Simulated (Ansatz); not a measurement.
input.yaml

```yaml
crystal:
  lattice:
    - [3.1265030847, 0.0, 0.0]
    - [-1.5632515423, 2.7076310963, 0.0]
    - [0.0, 0.0, 26.4875058551]
  atoms:
    - { symbol: Nb, position: [0.3333333333, 0.6666666667, 0.2831523678] }
    - { symbol: "N", position: [0.6666666667, 0.3333333333, 0.3313407305] }
    - { symbol: Nb, position: [0.0, 0.0, 0.3795290932] }
    - { symbol: "N", position: [0.3333333333, 0.6666666667, 0.4277174559] }
    - { symbol: Nb, position: [0.6666666667, 0.3333333333, 0.4759058186] }
    - { symbol: "N", position: [0.0, 0.0, 0.5240941814] }
    - { symbol: Nb, position: [0.3333333333, 0.6666666667, 0.5722825441] }
    - { symbol: "N", position: [0.6666666667, 0.3333333333, 0.6204709068] }
    - { symbol: Nb, position: [0.0, 0.0, 0.6686592695] }
    - { symbol: "N", position: [0.3333333333, 0.6666666667, 0.7168476322] }
basis:
  ecutwfc: 420
kpoints:
  mp_grid: { grid: [12, 12, 1] }
hamiltonian:
  xc: pbe
scf:
  occupations: { method: gaussian, width: 0.1 }
output:
  forces: true
  eigenvalues: true
  write_density: true
  write_potential: true
  elf: true
  volumetric_format: npy
relax:
  adjacent_minimum: "off"
  f_tol: 0.02
  max_steps: 60
efield:
  axis: 3
  dipole_correction: true
  ramp_width: 0.04
```

Run as
```bash
ansatz run input.yaml --threads 1 --pin off --max-ram 2560MiB --backend cpu --events-out ev --progress --plain --runs-dir out
```

All numbers below come from DFT PBE, scalar-relativistic, plane waves, PAW (Ansatz).

Part of what the program printed, abridged (final results; tables in files aren't shown):

```
WARN: The output density's exchange-correlation potential varies sharply where the density is thin. Do not read a vacuum level from v_tot or v_xc, or from such a field of the output density. On a cell that repeats whose density bears no net charge and no dipole along the vacuum's axis use v_es (v_loc + v_h of the components); under efield.dipole_correction with no amplitude use v_es + v_field, which holds any external_charges[].barrier, or the levels of the report's work_function block, which leave it out; under a non-zero efield.amplitude the vacuum is tilted and has no level; on a cell that repeats and bears such a dipole with no correction it is tilted too, and efield.dipole_correction wi ...
SCF converged after 3 iterations
Free energy (F): -24688.761905 eV
Harris-Foulkes:  -24688.761905 eV  (|F-HF|=1.83e-8)
Internal energy: -24688.733039 eV  (E = F + TS)
E sigma→0 (E₀):  -24688.747472 eV
Entropy (-TS):   -0.028866 eV (-2.887 meV/atom)
Fermi energy:    6.970555 eV
Dipole field:    D = -0.032447 V/Å  (p = -0.040207 e·Å, saw-weighted, corrected)
Work function:   Φ+ = 5.5868 eV   Φ− = 4.7273 eV
Levels:          The Fermi level and band energies are counted from a zero that moves with the ramp; work functions are not
--- Per-component energies (eV) ---
  E_band       = -1244.062179
  E_kinetic    = 2629.545933
  E_local      = -107159.987884  (includes V_loc(G=0)·N_el)
  E_nonlocal   = 818.614447
  E_hartree    = 52273.440872
  E_xc         = -1180.989096
  E_vxc        = -1450.831748  (∫ρ·V_xc dr)
  E_paw        = -15999.367268  (= ΣΔE_a)
  E_vpaw       = -627.551475  (= ΣTr[D̂ρ^β])
  E_aug_tail   = 0.000474  (compensation charges beyond the density's cutoff)
  E_efield     = 0.000652  (sawtooth field / dipole correction)
  E_vefield    = -0.755013  (∫n·V_field dr)
  E_ewald      = 43930.008831
  E_smearing   = -0.028866  (= −TS)
--- Forces (eV/Å), atoms counted from 1 ---
  atom   1  Nb     0.00000000     0.00000000    -0.00349744
  atom   2  N      0.00000000     0.00000000    -0.00679472
  atom   3  Nb     0.00000000     0.00000000     0.01301277
  atom   4  N      0.00000000     0.00000000     0.00868911
  atom   5  Nb     0.00000000     0.00000000    -0.01657888
  atom   6  N      0.00000000     0.00000000    -0.00827035
  atom   7  Nb     0.00000000     0.00000000     0.01227054
  atom   8  N      0.00000000     0.00000000    -0.00088800
  atom   9  Nb     0.00000000     0.00000000     0.00178918
  atom  10  N      0.00000000     0.00000000     0.00012575
--- Band table (eV; the first three rows and the last of 19) ---
  k-point 0: bands = ["-49.4493", "-49.3914", "-49.2854", "-49.2151", "-48.6078", "-25.9604", "-25.7365", "-25.4880", "-25.2396", "-25.2396", "-25.1712", "-25.1712", "-25.1652", "-25.0635", "-25.0635", "-25.0147", "-25.0147", "-24.7598", "-24.3455", "-24.3455", "-10.2584", "-9.7678", "-9.0900", "-8.4218", "-7.2429", "-1.5839", "-0.5237", "0.2537", "0.2537", "0.7005", "0.7005", "0.8423", "1.3996", "1.3996", "2.1540", "2.4856", "2.4856", "3.5262", "3.8403", "3.8403", "5.3935", "5.3935", "5.4631", "6.0508", "6.1089", "6.1089", "6.3341", "6.9782", "6.9782", "7.1951", "7.4314", "7.4314", "7.8950", "7.8950", "8.0923"]
  k-point 1: bands = ["-49.4433", "-49.3854", "-49.2796", "-49.2105", "-48.6026", "-25.9400", "-25.7232", "-25.4906", "-25.2964", "-25.2518", "-25.2337", "-25.1836", "-25.1623", "-25.1006", "-25.0765", "-25.0600", "-25.0215", "-24.7535", "-24.3918", "-24.3556", "-10.1455", "-9.6830", "-9.0614", "-8.4684", "-7.2755", "-1.4432", "-0.5350", "0.2723", "0.3163", "0.5843", "0.7643", "0.9436", "1.3141", "1.4335", "2.1490", "2.1932", "2.4275", "3.0789", "3.6480", "3.9242", "5.0983", "5.4928", "5.5456", "5.9866", "6.2469", "6.2988", "6.4393", "6.9189", "7.0624", "7.2477", "7.6247", "7.6941", "7.8695", "7.8935", "8.3255"]
  k-point 2: bands = ["-49.4270", "-49.3690", "-49.2635", "-49.1980", "-48.5885", "-25.8839", "-25.6899", "-25.5258", "-25.4276", "-25.3700", "-25.2852", "-25.2538", "-25.2172", "-25.1731", "-25.1275", "-25.1102", "-25.0418", "-24.7407", "-24.5153", "-24.3829", "-9.8450", "-9.4683", "-9.0073", "-8.5972", "-7.3285", "-1.0698", "-0.4716", "0.0722", "0.4574", "0.5976", "0.8953", "0.9038", "1.1681", "1.5002", "1.6476", "1.9309", "2.2935", "2.6142", "3.3713", "3.7818", "4.5372", "5.4557", "5.6599", "5.9840", "6.5208", "6.6497", "6.7302", "6.9930", "7.3529", "7.5447", "7.7175", "7.9431", "8.1810", "8.2538", "8.7125"]
  k-point 18: bands = ["-49.3479", "-49.2897", "-49.1835", "-49.1401", "-48.5204", "-25.8149", "-25.8004", "-25.7901", "-25.7045", "-25.7022", "-25.5676", "-25.5597", "-25.5436", "-25.4232", "-25.3177", "-25.2600", "-25.2049", "-24.8567", "-24.7374", "-24.6978", "-9.1171", "-8.9146", "-8.8139", "-8.6076", "-7.0268", "-0.4182", "-0.3369", "-0.2194", "0.2178", "0.3010", "0.8659", "0.9029", "0.9133", "0.9938", "1.0080", "1.0282", "1.0896", "2.0049", "4.0618", "4.0727", "5.6235", "5.9728", "6.4740", "6.7427", "6.8202", "7.4831", "7.5672", "7.5943", "8.0185", "8.3238", "8.4206", "8.9489", "9.0638", "9.1688", "9.5182"]
--- Relaxed structure (6 steps of the walk, 6 accepted, 0 SCFs on fresh bases) ---
  F+E_penalty+E_count = -24688.76190490 eV   max|allowed force component| = 1.656e-2 eV/Å
  atoms:
    - { symbol: Nb, position: [0.33333333, 0.66666666, 0.28715547] }
    - { symbol: N, position: [0.66666666, 0.33333333, 0.33000476] }
    - { symbol: Nb, position: [0.0, 0.0, 0.37906909] }
    - { symbol: N, position: [0.33333333, 0.66666666, 0.42619430] }
    - { symbol: Nb, position: [0.66666666, 0.33333333, 0.47632411] }
    - { symbol: N, position: [0.0, 0.0, 0.52414104] }
    - { symbol: Nb, position: [0.33333333, 0.66666666, 0.57361221] }
    - { symbol: N, position: [0.66666666, 0.33333333, 0.62197695] }
    - { symbol: Nb, position: [0.0, 0.0, 0.67383801] }
    - { symbol: N, position: [0.33333333, 0.66666666, 0.70768400] }
```

The relaxation met its thresholds.

Time: 3.4 min on 1 thread of Arm Neoverse V1, with other jobs on the host, peak memory 0.51 GiB.